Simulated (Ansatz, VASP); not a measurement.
# Cross-check of Al30Ga24N24O49 (amorphous Al2O3 against GaN(10-10), +4 O) between VASP and Ansatz

One calculation is typed for both programs; each brings its own data sets. How far apart do they land? The structure shown is the start of the Ansatz relaxation below; VASP solves that cell, so the two are compared at the walk's first step.

Program: Ansatz 0.2.0. Level of theory: plane waves, with VASP 6.6.1 beside it; single point at PBE. Results are calculated unless marked as measured.

### Step 1. The structure

The cell holds 127 atoms: 24 Ga, 24 N, 30 Al and 49 O. Its edges and angles: a = 10.460 Å, b = 9.630 Å, c = 14.095 Å, α = 90.0°, β = 90.0°, γ = 90.0°. It derives from GaN (4 planes of wurtzite GaN(10-10)). A slab of 4 planes of wurtzite GaN(10-10) (starting lattice constant a = 3.21 A, c = 5.23 A), 10.46 x 9.63 A in plane. 79 atoms (30 Al, 49 O) packed at random between the slab and its periodic image at 3.05 g/cm^3 (a layer of 8.6 A) and pushed apart as soft spheres. Langevin MD at fixed cell with the MACE-MP-0b2 small potential (Batatia et al., arXiv:2401.00096), steps of 1.5 fs: 0.63 ps at 3000 K with the crystal held, 3000 to 1000 K in 1.8 ps with the crystal held, 1000 to 300 K in 0.9 ps with its inner planes held; soft walls kept the melt out of the crystal while it was held. Then all atoms and the cell's height relaxed. The structure's axis is c.

### Step 2. Ansatz: relaxation, PBE

Ansatz runs on its default PAW (the set named soft_2) files.

The two programs are compared at the cell with which this relaxation starts, whose forces are those of its first step.

input.yaml

```yaml
crystal:
  lattice:
    - [10.46, 0.0, 0.0]
    - [0.0, 9.63, 0.0]
    - [0.0, 0.0, 14.09505]
  atoms:
    - { symbol: Ga, position: [0.00525, 0.96412, 0.31986] }
    - { symbol: "N", position: [0.05534, 0.97598, 0.04642] }
    - { symbol: Ga, position: [0.24234, 0.97434, 0.04146] }
    - { symbol: "N", position: [0.31716, 0.98242, 0.30862] }
    - { symbol: Ga, position: [0.00585, 0.14348, 0.11149] }
    - { symbol: "N", position: [0.06623, 0.13032, 0.24158] }
    - { symbol: Ga, position: [0.25686, 0.13975, 0.23491] }
    - { symbol: "N", position: [0.32371, 0.13358, 0.09863] }
    - { symbol: Ga, position: [0.02104, 0.30228, 0.30357] }
    - { symbol: "N", position: [0.07131, 0.31781, 0.06012] }
    - { symbol: Ga, position: [0.26561, 0.30289, 0.03327] }
    - { symbol: "N", position: [0.32055, 0.30714, 0.28013] }
    - { symbol: Ga, position: [0.00801, 0.4866, 0.11171] }
    - { symbol: "N", position: [0.06556, 0.47984, 0.24208] }
    - { symbol: Ga, position: [0.25361, 0.47158, 0.23206] }
    - { symbol: "N", position: [0.31585, 0.47761, 0.09696] }
    - { symbol: Ga, position: [0.0228, 0.64262, 0.32105] }
    - { symbol: "N", position: [0.05815, 0.6508, 0.03545] }
    - { symbol: Ga, position: [0.24584, 0.6438, 0.03309] }
    - { symbol: "N", position: [0.31511, 0.63458, 0.30133] }
    - { symbol: Ga, position: [0.00556, 0.80826, 0.11332] }
    - { symbol: "N", position: [0.07256, 0.80494, 0.2458] }
    - { symbol: Ga, position: [0.26126, 0.8108, 0.24028] }
    - { symbol: "N", position: [0.31252, 0.80776, 0.10288] }
    - { symbol: Ga, position: [0.50194, 0.97512, 0.30118] }
    - { symbol: "N", position: [0.57998, 0.96926, 0.03041] }
    - { symbol: Ga, position: [0.76601, 0.97165, 0.0434] }
    - { symbol: "N", position: [0.81438, 0.97347, 0.30284] }
    - { symbol: Ga, position: [0.51465, 0.14012, 0.09298] }
    - { symbol: "N", position: [0.5646, 0.14009, 0.23279] }
    - { symbol: Ga, position: [0.75049, 0.13182, 0.23771] }
    - { symbol: "N", position: [0.81906, 0.14182, 0.10975] }
    - { symbol: Ga, position: [0.4974, 0.3072, 0.30372] }
    - { symbol: "N", position: [0.58677, 0.31558, 0.03416] }
    - { symbol: Ga, position: [0.772, 0.30572, 0.03807] }
    - { symbol: "N", position: [0.81974, 0.29536, 0.30253] }
    - { symbol: Ga, position: [0.50435, 0.47005, 0.10033] }
    - { symbol: "N", position: [0.5698, 0.47174, 0.23496] }
    - { symbol: Ga, position: [0.757, 0.46243, 0.23872] }
    - { symbol: "N", position: [0.82001, 0.47375, 0.10883] }
    - { symbol: Ga, position: [0.50236, 0.63742, 0.29708] }
    - { symbol: "N", position: [0.56241, 0.6388, 0.03656] }
    - { symbol: Ga, position: [0.74678, 0.64027, 0.05179] }
    - { symbol: "N", position: [0.84214, 0.59964, 0.31521] }
    - { symbol: Ga, position: [0.50057, 0.81129, 0.09537] }
    - { symbol: "N", position: [0.55413, 0.80789, 0.22956] }
    - { symbol: Ga, position: [0.73958, 0.82327, 0.23522] }
    - { symbol: "N", position: [0.81623, 0.80351, 0.11379] }
    - { symbol: Al, position: [0.83209, 0.1341, 0.85495] }
    - { symbol: Al, position: [0.00442, 0.70895, 0.70778] }
    - { symbol: Al, position: [0.75875, 0.65044, 0.60091] }
    - { symbol: Al, position: [0.14016, 0.2223, 0.51657] }
    - { symbol: Al, position: [0.307, 0.96482, 0.82763] }
    - { symbol: Al, position: [0.53448, 0.45599, 0.70697] }
    - { symbol: Al, position: [0.55719, 0.82383, 0.72861] }
    - { symbol: Al, position: [0.75713, 0.61643, 0.8174] }
    - { symbol: Al, position: [0.02857, 0.9446, 0.90761] }
    - { symbol: Al, position: [0.50196, 0.4904, 0.51439] }
    - { symbol: Al, position: [0.77606, 0.91015, 0.43361] }
    - { symbol: Al, position: [0.4789, 0.21598, 0.53997] }
    - { symbol: Al, position: [0.30727, 0.23819, 0.82862] }
    - { symbol: Al, position: [0.9645, 0.06291, 0.69962] }
    - { symbol: Al, position: [0.54132, 0.79544, 0.48887] }
    - { symbol: Al, position: [0.50236, 0.63871, 0.91013] }
    - { symbol: Al, position: [0.56429, 0.30854, 0.89325] }
    - { symbol: Al, position: [0.98932, 0.63358, 0.902] }
    - { symbol: Al, position: [0.01268, 0.488, 0.52309] }
    - { symbol: Al, position: [0.27553, 0.65355, 0.43194] }
    - { symbol: Al, position: [0.32765, 0.73381, 0.64405] }
    - { symbol: Al, position: [0.05, 0.32551, 0.92671] }
    - { symbol: Al, position: [0.27367, 0.96991, 0.44687] }
    - { symbol: Al, position: [0.6366, 0.14217, 0.68989] }
    - { symbol: Al, position: [0.78989, 0.23729, 0.49987] }
    - { symbol: Al, position: [0.27512, 0.45686, 0.64038] }
    - { symbol: Al, position: [0.5724, 0.99273, 0.89063] }
    - { symbol: Al, position: [0.99493, 0.96058, 0.52747] }
    - { symbol: Al, position: [0.32524, 0.02064, 0.64213] }
    - { symbol: Al, position: [0.24782, 0.5452, 0.81345] }
    - { symbol: O, position: [0.33019, 0.63202, 0.9104] }
    - { symbol: O, position: [0.07986, 0.31597, 0.42072] }
    - { symbol: O, position: [0.10785, 0.60685, 0.43892] }
    - { symbol: O, position: [0.48239, 0.07952, 0.62604] }
    - { symbol: O, position: [0.36801, 0.81378, 0.43877] }
    - { symbol: O, position: [0.33022, 0.58604, 0.54534] }
    - { symbol: O, position: [0.97239, 0.88576, 0.65276] }
    - { symbol: O, position: [0.62858, 0.51974, 0.60423] }
    - { symbol: O, position: [0.56942, 0.29017, 0.75914] }
    - { symbol: O, position: [0.24405, 0.88572, 0.57934] }
    - { symbol: O, position: [0.54965, 0.79908, 0.86275] }
    - { symbol: O, position: [0.49413, 0.78297, 0.60973] }
    - { symbol: O, position: [0.41818, 0.07638, 0.8816] }
    - { symbol: O, position: [0.1103, 0.02213, 0.43411] }
    - { symbol: O, position: [0.368, 0.86125, 0.73781] }
    - { symbol: O, position: [0.88103, 0.29357, 0.91955] }
    - { symbol: O, position: [0.53432, 0.62275, 0.43009] }
    - { symbol: O, position: [0.91364, 0.57762, 0.77992] }
    - { symbol: O, position: [0.60962, 0.51613, 0.84352] }
    - { symbol: O, position: [0.61735, 0.98877, 0.7621] }
    - { symbol: O, position: [0.14206, 0.39019, 0.57985] }
    - { symbol: O, position: [0.73226, 0.27236, 0.37659] }
    - { symbol: O, position: [0.66987, 0.15592, 0.90147] }
    - { symbol: O, position: [0.84314, 0.05925, 0.49957] }
    - { symbol: O, position: [0.25431, 0.37887, 0.75515] }
    - { symbol: O, position: [0.81114, 0.14357, 0.72408] }
    - { symbol: O, position: [0.943, 0.84155, 0.43307] }
    - { symbol: O, position: [0.87562, 0.38693, 0.51687] }
    - { symbol: O, position: [0.25909, 0.09974, 0.74472] }
    - { symbol: O, position: [0.00458, 0.08499, 0.821] }
    - { symbol: O, position: [0.30475, 0.13862, 0.5165] }
    - { symbol: O, position: [0.75218, 0.69308, 0.33421] }
    - { symbol: O, position: [0.10508, 0.49355, 0.88688] }
    - { symbol: O, position: [0.819, 0.64764, 0.93314] }
    - { symbol: O, position: [0.93201, 0.62328, 0.59852] }
    - { symbol: O, position: [0.65199, 0.22264, 0.57124] }
    - { symbol: O, position: [0.71488, 0.78237, 0.52011] }
    - { symbol: O, position: [0.18755, 0.21943, 0.91793] }
    - { symbol: O, position: [0.70463, 0.71522, 0.71821] }
    - { symbol: O, position: [0.84853, 0.97284, 0.92646] }
    - { symbol: O, position: [0.17723, 0.64118, 0.70291] }
    - { symbol: O, position: [0.04961, 0.11984, 0.59802] }
    - { symbol: O, position: [0.20734, 0.91237, 0.91663] }
    - { symbol: O, position: [0.39964, 0.34849, 0.90801] }
    - { symbol: O, position: [0.49513, 0.33513, 0.43954] }
    - { symbol: O, position: [0.02482, 0.78774, 0.83616] }
    - { symbol: O, position: [0.59305, 0.94342, 0.41686] }
    - { symbol: O, position: [0.42833, 0.37019, 0.60858] }
    - { symbol: O, position: [0.40354, 0.5792, 0.72536] }
kpoints:
  mp_grid: { grid: [1, 1, 1] }
hamiltonian:
  xc: pbe
scf:
  occupations: { method: fermi_dirac, width: 0.025 }
output:
  forces: true
relax:
  f_tol: 0.04
  max_steps: 250
  cell: { fix: [a, b, alpha, beta, gamma] }
```

Launch:

```
> ansatz run input.yaml --threads 4 --pin off --max-ram 8192MiB --backend cpu --events-out ev --progress --plain --runs-dir out
```

Numbers of over 12 decimals in the logs are rounded to 6 here.

The program printed:

```text
Engine: ansatz 0.2.0, aarch64-unknown-linux-gnu
Pseudopotentials: kind: paw
Pseudopotential: Ga, paw, valence charge 13, recommended cutoff 420 eV (normal), Ga.paw.azcp
Pseudopotential: N, paw, valence charge 5, recommended cutoff 420 eV (normal), N.paw.azcp
Pseudopotential: Al, paw, valence charge 3, recommended cutoff 420 eV (normal), Al.paw.azcp
Pseudopotential: O, paw, valence charge 6, recommended cutoff 420 eV (normal), O.paw.azcp
Functional definition: PBE
  parameter kappa = 0.804
  parameter beta = 0.066725
  exchange = pbe_x(kappa = kappa, mu = beta*pi^2/3)
  correlation = pbe_c(beta = beta)
Crystal: 127 atoms, lattice volume = 1419.792 Å³
Basis set: ecut = 420 eV, 27829 PW (Γ), exchange–correlation on 144×144×192 points (8 copies of the dense FFT grid, shifted against one another)
Bands: 535, of which v1, the nominal top of the filled ones, is band 408 counted from 1 (407 counted from 0)
Symmetry: 1 space group operations
Space group: P1 (ITA 1), of the structure as read, at distance tolerance 1.1e-4 Å
k-points: 1
Non-local potential: Ga, projectors of the file, l = 0: 2, l = 1: 2, l = 2: 3, l = 3: 1
Non-local potential: N, projectors of the file, l = 0: 2, l = 1: 2, l = 2: 1
Non-local potential: Al, projectors of the file, l = 0: 2, l = 1: 2, l = 2: 1
Non-local potential: O, projectors of the file, l = 0: 2, l = 1: 2, l = 2: 1
PAW form: soft (Blöchl's): semilocal exchange-correlation on the pseudo side does not see the compensation charge
PAW one-centre angular grid: Ga, 590 points (default); XC on 64 Gauss nodes
PAW one-centre angular grid: N, 110 points (default); XC on 64 Gauss nodes
PAW one-centre angular grid: Al, 110 points (default); XC on 64 Gauss nodes
PAW one-centre angular grid: O, 110 points (default); XC on 64 Gauss nodes
Initial density: superposition of atomic densities (neutral atoms: chi_scale 0, normalization atom), corrected by the library's trained network
Initial wavefunctions: pseudopotential atomic-orbital guess
Functional: x = pbe(κ = 0.804, μ = 0.219515), c = pbe(β = 0.066725)
SCF iter   1: F=—  HF=-144041.148212 eV  |F-HF|=—  |Δ(HF+E_count)|=         —  Δρ=2.08e-2  dr2=1.30e1  ethr=1.77e-3  ⟨swp⟩=6.0  Hψ=2312  notcnv=0  defer=30
preconditioner: auto → LDOS  [insulator: Δε(μ)=0.072 eV  Ē_g=16.068 eV  σ=0.025 eV  W_gap=0.62  n_scr=364 (ndim 8)  ℏωp=28.2 eV  f_vac=0.042  D(μ)=24.69/eV (n_scr^D=126)  ε∞_Penn≈4.1  β→1.0]
SCF iter   2: F=—  HF=-144042.400698 eV  |F-HF|=—  |Δ(HF+E_count)|=    1.25e0  Δρ=4.13e-2  dr2=5.68e1  ethr=1.60e-3  ⟨swp⟩=2.0  Hψ=1030  notcnv=0  defer=121  recentre
SCF iter   3: F=—  HF=-144040.339746 eV  |F-HF|=—  |Δ(HF+E_count)|=    2.06e0  Δρ=2.47e-2  dr2=1.68e1  ethr=1.60e-3  ⟨swp⟩=2.0  Hψ=1031  notcnv=0  defer=96
SCF iter   4: F=—  HF=-144040.056820 eV  |F-HF|=—  |Δ(HF+E_count)|=   2.83e-1  Δρ=1.17e-2  dr2=4.36e0  ethr=1.60e-3  ⟨swp⟩=1.0  Hψ=616  notcnv=0  defer=120
SCF iter   5: F=—  HF=-144039.776724 eV  |F-HF|=—  |Δ(HF+E_count)|=   2.80e-1  Δρ=1.27e-2  dr2=4.27e0  ethr=5.35e-4  ⟨swp⟩=2.0  Hψ=419  notcnv=0  defer=120
SCF iter   6: F=—  HF=-144039.574702 eV  |F-HF|=—  |Δ(HF+E_count)|=   2.02e-1  Δρ=6.28e-3  dr2=1.22e0  ethr=5.23e-4  ⟨swp⟩=1.0  Hψ=616  notcnv=0  defer=120
SCF iter   7: F=—  HF=-144039.600254 eV  |F-HF|=—  |Δ(HF+E_count)|=   2.56e-2  Δρ=1.34e-2  dr2=5.25e0  ethr=1.49e-4  ⟨swp⟩=3.0  Hψ=638  notcnv=0  defer=120  recentre
SCF iter   8: F=—  HF=-144039.528224 eV  |F-HF|=—  |Δ(HF+E_count)|=   7.20e-2  Δρ=9.38e-3  dr2=2.28e0  ethr=1.49e-4  ⟨swp⟩=2.0  Hψ=617  notcnv=0  defer=121
SCF iter   9: F=—  HF=-144039.460951 eV  |F-HF|=—  |Δ(HF+E_count)|=   6.73e-2  Δρ=6.70e-3  dr2=1.18e0  ethr=1.49e-4  ⟨swp⟩=2.0  Hψ=417  notcnv=0  defer=121
SCF iter  10: F=—  HF=-144039.419880 eV  |F-HF|=—  |Δ(HF+E_count)|=   4.11e-2  Δρ=1.04e-3  dr2=1.67e-2  ethr=1.45e-4  ⟨swp⟩=2.0  Hψ=418  notcnv=0  defer=121
SCF iter  11: F=—  HF=-144039.418995 eV  |F-HF|=—  |Δ(HF+E_count)|=   8.85e-4  Δρ=6.45e-4  dr2=7.27e-3  ethr=2.05e-6  ⟨swp⟩=2.0  Hψ=818  notcnv=0  defer=121
SCF iter  12: F=—  HF=-144039.418735 eV  |F-HF|=—  |Δ(HF+E_count)|=   2.60e-4  Δρ=4.82e-4  dr2=3.95e-3  ethr=8.91e-7  ⟨swp⟩=2.0  Hψ=765  notcnv=0  defer=121
SCF iter  13: F=—  HF=-144039.418545 eV  |F-HF|=—  |Δ(HF+E_count)|=   1.90e-4  Δρ=3.58e-4  dr2=2.00e-3  ethr=4.84e-7  ⟨swp⟩=2.0  Hψ=568  notcnv=0  defer=121
SCF iter  14: F=—  HF=-144039.418386 eV  |F-HF|=—  |Δ(HF+E_count)|=   1.59e-4  Δρ=2.48e-4  dr2=9.14e-4  ethr=2.45e-7  ⟨swp⟩=2.0  Hψ=823  notcnv=0  defer=121
SCF iter  15: F=—  HF=-144039.418324 eV  |F-HF|=—  |Δ(HF+E_count)|=   6.22e-5  Δρ=1.64e-4  dr2=4.21e-4  ethr=1.12e-7  ⟨swp⟩=2.0  Hψ=823  notcnv=0  defer=121
SCF iter  16: F=—  HF=-144039.418307 eV  |F-HF|=—  |Δ(HF+E_count)|=   1.70e-5  Δρ=8.93e-5  dr2=1.34e-4  ethr=5.15e-8  ⟨swp⟩=2.0  Hψ=823  notcnv=0  defer=121
[...]
- { symbol: Ga, position: [0.00347167, 0.801078, 0.115980] }
    - { symbol: N, position: [0.068866, 0.799555, 0.249481] }
    - { symbol: Ga, position: [0.259068, 0.804847, 0.240666] }
    - { symbol: N, position: [0.311350, 0.798794, 0.104613] }
    - { symbol: Ga, position: [0.499297, 0.970001, 0.302305] }
    - { symbol: N, position: [0.580293, 0.961012, 0.035299] }
    - { symbol: Ga, position: [0.767483, 0.965162, 0.042423] }
    - { symbol: N, position: [0.810441, 0.968522, 0.303120] }
    - { symbol: Ga, position: [0.510685, 0.131312, 0.096395] }
    - { symbol: N, position: [0.562099, 0.139525, 0.239199] }
    - { symbol: Ga, position: [0.747691, 0.126526, 0.236489] }
    - { symbol: N, position: [0.813706, 0.136629, 0.109144] }
    - { symbol: Ga, position: [0.493482, 0.305969, 0.305739] }
    - { symbol: N, position: [0.570368, 0.300815, 0.030462] }
    - { symbol: Ga, position: [0.759004, 0.293995, 0.030822] }
    - { symbol: N, position: [0.815967, 0.291239, 0.301082] }
    - { symbol: Ga, position: [0.500093, 0.460346, 0.096328] }
    - { symbol: N, position: [0.564972, 0.465147, 0.233949] }
    - { symbol: Ga, position: [0.748364, 0.450178, 0.230122] }
    - { symbol: N, position: [0.811913, 0.466022, 0.103212] }
    - { symbol: Ga, position: [0.501908, 0.631861, 0.296569] }
    - { symbol: N, position: [0.556454, 0.629055, 0.031960] }
    - { symbol: Ga, position: [0.741281, 0.634003, 0.046887] }
    - { symbol: N, position: [0.832498, 0.586805, 0.324132] }
    - { symbol: Ga, position: [0.498466, 0.800906, 0.094452] }
    - { symbol: N, position: [0.553693, 0.801922, 0.230214] }
    - { symbol: Ga, position: [0.733449, 0.830045, 0.228719] }
    - { symbol: N, position: [0.814306, 0.794211, 0.112798] }
    - { symbol: Al, position: [0.836510, 0.132049, 0.854800] }
    - { symbol: Al, position: [0.00579855, 0.718340, 0.706568] }
    - { symbol: Al, position: [0.760971, 0.654200, 0.600640] }
    - { symbol: Al, position: [0.142215, 0.219551, 0.512118] }
    - { symbol: Al, position: [0.322948, 0.988067, 0.831368] }
    - { symbol: Al, position: [0.538923, 0.455547, 0.716273] }
    - { symbol: Al, position: [0.561053, 0.828931, 0.726788] }
    - { symbol: Al, position: [0.757464, 0.628972, 0.811314] }
    - { symbol: Al, position: [0.035236, 0.945579, 0.909441] }
    - { symbol: Al, position: [0.507172, 0.491682, 0.517922] }
    - { symbol: Al, position: [0.774681, 0.915242, 0.435238] }
    - { symbol: Al, position: [0.481680, 0.216333, 0.541894] }
    - { symbol: Al, position: [0.290678, 0.269268, 0.817993] }
    - { symbol: Al, position: [0.971974, 0.067238, 0.701859] }
    - { symbol: Al, position: [0.539390, 0.795586, 0.489328] }
    - { symbol: Al, position: [0.497518, 0.629961, 0.902157] }
    - { symbol: Al, position: [0.541018, 0.259976, 0.888815] }
    - { symbol: Al, position: [0.985660, 0.635013, 0.900944] }
    - { symbol: Al, position: [0.020897, 0.490507, 0.525692] }
    - { symbol: Al, position: [0.279808, 0.650018, 0.432013] }
    - { symbol: Al, position: [0.326758, 0.740478, 0.647156] }
    - { symbol: Al, position: [0.046485, 0.326417, 0.927965] }
    - { symbol: Al, position: [0.274479, 0.968623, 0.450979] }
    - { symbol: Al, position: [0.643121, 0.141609, 0.690104] }
    - { symbol: Al, position: [0.797224, 0.240239, 0.508261] }
    - { symbol: Al, position: [0.282397, 0.458798, 0.636527] }
    - { symbol: Al, position: [0.585607, 0.980855, 0.893207] }
    - { symbol: Al, position: [0.997329, 0.965537, 0.529606] }
    - { symbol: Al, position: [0.331567, 0.024181, 0.644841] }
    - { symbol: Al, position: [0.238702, 0.558567, 0.808942] }
    - { symbol: O, position: [0.323549, 0.637408, 0.908989] }
    - { symbol: O, position: [0.061205, 0.317220, 0.422360] }
    - { symbol: O, position: [0.110693, 0.607870, 0.439834] }
    - { symbol: O, position: [0.489143, 0.077866, 0.625357] }
    - { symbol: O, position: [0.366717, 0.811072, 0.442556] }
    - { symbol: O, position: [0.336688, 0.584738, 0.543737] }
    - { symbol: O, position: [0.975750, 0.892183, 0.653175] }
    - { symbol: O, position: [0.630676, 0.523604, 0.607757] }
    - { symbol: O, position: [0.584524, 0.285546, 0.759775] }
    - { symbol: O, position: [0.246236, 0.893605, 0.581498] }
    - { symbol: O, position: [0.548651, 0.797713, 0.861583] }
    - { symbol: O, position: [0.494241, 0.783605, 0.610943] }
    - { symbol: O, position: [0.441813, 0.090039, 0.887279] }
    - { symbol: O, position: [0.112582, 0.030440, 0.437590] }
    - { symbol: O, position: [0.370618, 0.875568, 0.739407] }
    - { symbol: O, position: [0.878651, 0.292623, 0.919396] }
    - { symbol: O, position: [0.537969, 0.622212, 0.429524] }
    - { symbol: O, position: [0.914424, 0.589350, 0.776125] }
    - { symbol: O, position: [0.611066, 0.535536, 0.826210] }
    - { symbol: O, position: [0.623420, 0.989792, 0.763780] }
    - { symbol: O, position: [0.154771, 0.390571, 0.570011] }
    - { symbol: O, position: [0.757872, 0.311587, 0.386922] }
    - { symbol: O, position: [0.678702, 0.145318, 0.905638] }
    - { symbol: O, position: [0.844716, 0.063606, 0.498737] }
[...]
- { symbol: O, position: [0.052904, 0.126052, 0.599675] }
    - { symbol: O, position: [0.217297, 0.933826, 0.916061] }
    - { symbol: O, position: [0.408756, 0.372251, 0.874075] }
    - { symbol: O, position: [0.497863, 0.335668, 0.440504] }
    - { symbol: O, position: [0.033505, 0.789189, 0.840434] }
    - { symbol: O, position: [0.590777, 0.945138, 0.418046] }
    - { symbol: O, position: [0.433798, 0.368609, 0.613013] }
    - { symbol: O, position: [0.395130, 0.578383, 0.723476] }
```

[end of part 1 of 2]

[Lines on the potential files, build, host, timing and source positions are cut from VASP's logs without a mark.]

[Logs are printed without paths, hosts, clocks, repeated set-up lines and the standing remarks that a program may print on its own settings, such as how far it seeks lower states.]

[Hosts, paths, dates, database ids (printed as entryN), source tags and the programs' standing remarks are cut or masked in the printed files.]
